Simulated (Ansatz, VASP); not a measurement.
**ZnSe in VASP and in Ansatz**

```
CELL_PARAMETERS angstrom
0.00000 2.83380 2.77712
2.83380 0.00000 2.77712
2.83380 2.83380 0.00000
ATOMIC_POSITIONS crystal
Zn 0.00000 0.00000 0.00000
Se 0.75000 0.75000 0.75000
```

Change from the starting cell: zz strain of -2 %, PAW files.

Alike in both runs: task electric field gradients; functional LDA; k mesh 8 × 8 × 8; occupations fermi-dirac, width 0.03 eV; no spin polarisation.

|  | VASP | Ansatz |
| --- | --- | --- |
| version | VASP 6.6.1 | Ansatz 0.2.0 |
| potentials or method | VASP PAW LDA potentials, release 64 (Zn, Se) | PAW with Ansatz's default frozen-core files, scalar-relativistic |
| plane-wave cutoff (eV) | 520 | 420 |
| valence electrons in the cell | 18 | 28 |

|  | VASP | Ansatz | Ansatz less VASP |
| --- | --- | --- | --- |
| pressure (GPa) | -1.9 | -2.2 | -0.33 |
| largest component of the traceless stress (GPa) | 0.51 | 0.51 | +0.005 |
| Vzz of the field gradient on the site that differs most (V/Å²) | 3.5 | 3.6 | +0.12 |

The two sets of potentials don't hold the same shells in valence.
